**Q:** I have a set of GaAs cells that differ only in volume. The gap shrinks as the crystal expands, but in the last two cells it just sits at zero. Has the material stopped responding to the stretching?

Ansatz 0.2.0, DFT with the PBE functional and PAW potentials, without spin–orbit coupling, for GaAs (2-atom cell, space group F-43m). The cells are the r2SCAN geometry and hydrostatically strained copies of it. Plane-wave cutoff 420 eV, 8×8×8 k mesh, Fermi–Dirac smearing of width 0.02 eV.

```
volume (Å³/atom)  shortest distance (Å)  band gap (eV)  least direct gap (eV)
          20.536                  2.372          1.253                  1.253
          20.754                  2.380          1.169                  1.169
          20.818                  2.382          1.145                  1.145
          20.979                  2.389          1.084                  1.084
          21.076                  2.392          1.048                  1.048
          22.739                  2.454          0.466                  0.466
          24.388                  2.511          0.000                  0.000
          25.190                  2.539          0.000                  0.000
```

**A:** Look first at which levels the gap separates. The band gap equals the least direct gap in every row, and both band edges lie at Γ, the point where the electron waves repeat identically from cell to cell. The valence top there is a set of three equal levels, the triplet, built from bonding p orbitals. The lowest empty level of the open-gap cells is a single one, the singlet, built from s orbitals in antibonding combination. These characters are the standard band theory of zinc-blende crystals.

**Q:** Why should expansion bring the two together?

**A:** Because the bonds hold them apart. In the free atoms the s level lies below the p level. In the crystal, the coupling between neighbours pushes the antibonding s combination up and the bonding p combination down, far enough to reverse that order. Lengthening the bonds weakens the coupling, so the levels drift back towards the atomic order, and the gap falls.

Silicon makes a useful contrast. Its lowest empty states lie near the zone boundary in the X direction and aren't purely s-like, so its gap responds only weakly to volume, and in the opposite sense. To guess the trend for another semiconductor, ask first which state forms its conduction edge.

**Q:** Can that be turned into a formula?

**A:** A simple one. The couplings between neighbouring atoms, s with s and p with p, scale roughly as $1/d^2$, where $d$ is the shortest distance. If both levels shift in proportion to the coupling, the singlet energy less the triplet energy is

$$E = A + \frac{B}{d^2}.$$

The constants $A$ and $B$ were fitted to the six cells with an open gap, which the formula follows to within a millielectronvolt. They compensate each other, so neither should be read as an atomic energy. What matters is that $E$ has a sign, whereas a gap can't be negative.

**Q:** What does it give for the first cell with zero gap?

**A:** Start from the cell at 22.739 Å³/atom, where the gap is 0.466 eV. There the fitted bond term is $B/d^2 = 67.41/2.454^2 = 11.19$ eV. Since $d$ grows as the cube root of the volume, this term shrinks as volume to the power $-2/3$:

$$E \approx 0.466 - 11.19\left[1-\left(\frac{22.739}{24.388}\right)^{2/3}\right] = 0.466 - 0.510 = -0.044\ \text{eV}.$$

The starting cell was part of the fit; the cell at 24.388 was not. The negative sign means that the singlet should now lie below the triplet. For the largest cell the formula gives −0.27 eV. So the two zeros break the smooth curve by about 0.04 and 0.27 eV.

**Q:** A negative value could simply mean that the formula fails there. How do you know the levels really cross?

**A:** The same calculation shows it in the way the electrons fill the levels. At 24.388 Å³/atom the singlet holds 1.89 electrons and each triplet level only 1.37, so the singlet must be the lower one. The calculation spreads the filling over energy with a known width of 0.02 eV, which lets us convert these occupations into a separation. The result is −0.042 eV, close to the estimate.

The largest cell gives a weaker test. Its Fermi level implies four electrons in the triplet, which leaves the singlet full and at least 0.14 eV lower. The formula's value satisfies that bound, but the bound can't confirm its exact size.

**Q:** Then why does the table say zero rather than 0.04 and 0.27 eV?

**A:** Count the electrons. The singlet and triplet together have room for eight, and six are available. With the singlet on top, the six fill the triplet, and a gap separates full from empty levels. With the singlet below, it takes two, and the remaining four must share a triplet with room for six.

Cubic symmetry keeps the three triplet levels at the same energy. The highest occupied and the lowest unfilled level are then the same level, and the gap is zero however far the singlet sinks. These cells are semimetals with inverted levels. The material is still responding, but the gap no longer records it.

**Q:** Would a straight line against the logarithm of the volume have told the same story?

**A:** It would have found the crossing but overstated its depth. Such a line assumes that each percent of volume always costs the same energy, the usual constant deformation potential. Fitted to the same six cells, it puts the separation at 24.388 Å³/atom at −0.074 eV, nearly twice the value from the occupations. The gap actually responds a little less strongly as the crystal expands, and the bond formula captures this. That supports the bonding picture, although another curve with a similar bend could do as well.

**Q:** Should I expect real GaAs to lose its gap when stretched this far?

**A:** Not on the strength of these two cells. PBE places the singlet much too low: the real gap is roughly 1.5 eV near the volume where the table has 0.466 eV. Real GaAs should therefore still be a semiconductor at the volumes where the calculation closes the gap. Spin–orbit coupling, which is left out here, would raise the valence top and make the calculated gap close even sooner.

The slope is expected to carry over better than the gap itself. Around 22.739 Å³/atom the bond formula gives a drop of about 75 meV for one percent more volume; no other cell lies close to that volume, so this is the slope of the fit. It covers uniform strain only: a strain that breaks the cubic symmetry also splits the triplet.

**Q:** Is there a similar break waiting at the compressed end?

**A:** Probably, and this one would appear as a kink. Compression raises the singlet at Γ quickly, while the conduction valley at L, on the zone boundary, rises more slowly. Occupations put L only 0.08 eV above the Γ edge at 20.754 Å³/atom. Extrapolating from two cells, I estimate that L becomes the lower one about half a percent in volume below the smallest cell.

The valley at X will probably get there first. Its energy isn't listed, but the Fermi level gives a hint. In the smallest cell it lies lower than Γ and the extrapolated L valley alone would put it, so other empty states are probably also within a few hundredths of an eV of the edge. X is the likely place: at 20.754 Å³/atom a point three quarters of the way from Γ to X is already only 0.17 eV above the Γ edge. Unlike L, the X valley is expected to move towards the valence top under compression, so once it is lowest the gap should be indirect and shrink slightly. Don't carry these volumes over to real GaAs, which turns indirect under milder compression, also with the valley at X taking over. PBE keeps Γ lowest for too long, in line with its singlet lying too low. The analysis printed below gives both fits and the separations derived from the occupations.

Output of the analysis:

```
fit of band_gap on 6 rows (band_gap > 0): constant -10.73 +/- 0.0049, coefficient of invd2 67.41 +/- 0.028; rms 0.000215, worst 21.076 -0.000329, leave-one-out rms 0.000844
  rows outside the fit (model, value, miss): 24.388 -0.04454, 0, -0.0445; 25.19 -0.2726, 0, -0.273
fit of band_gap on 6 rows (band_gap > 0): constant 24.53 +/- 0.076, coefficient of lnV -7.704 +/- 0.025; rms 0.00167, worst 20.536 -0.00286, leave-one-out rms 0.00775
  rows outside the fit (model, value, miss): 24.388 -0.07425, 0, -0.0743; 25.19 -0.3235, 0, -0.324
Gap and the two smooth models (eV):
     row    gap  bond model  bond model less gap  ln V model
  20.536  1.253       1.253            0.0002764        1.25
  20.754  1.169       1.169               0.0002       1.169
  20.818  1.145       1.145           -0.0002041       1.145
  20.979  1.084       1.084           -4.632e-05       1.086
  21.076  1.048       1.048           -0.0003285        1.05
  22.739  0.466      0.4661            0.0001025      0.4651
  24.388      0    -0.04454             -0.04454    -0.07425
   25.19      0     -0.2726              -0.2726     -0.3235
Slope of gap with ln V over the five compressed cells (eV): -7.898
Slope of gap with ln V from 21.076 to 22.739 (eV): -7.663
Bond model, gap change for 1 percent more volume at 22.739 (meV): -74.65
Bond model, volume where the levels cross (Å³/atom): 24.24
Singlet less triplet at 24.388 from occupations (eV): -0.04201
Bond model less this separation (eV): -0.002525
ln V model less this separation (eV): -0.03224
Electrons in the triplet at 25.190, of six at Γ in the two sets: 4.001
Least depth of the singlet below the triplet at 25.190 (eV): 0.1409
L above the Γ conduction edge at 20.754 (eV): 0.07751
Slope of L less valence top with ln V (eV): -2.777
L above the Γ conduction edge at 20.536, extrapolated (eV): 0.02283
Further volume reduction to an indirect gap, rough (percent): 0.4379
```
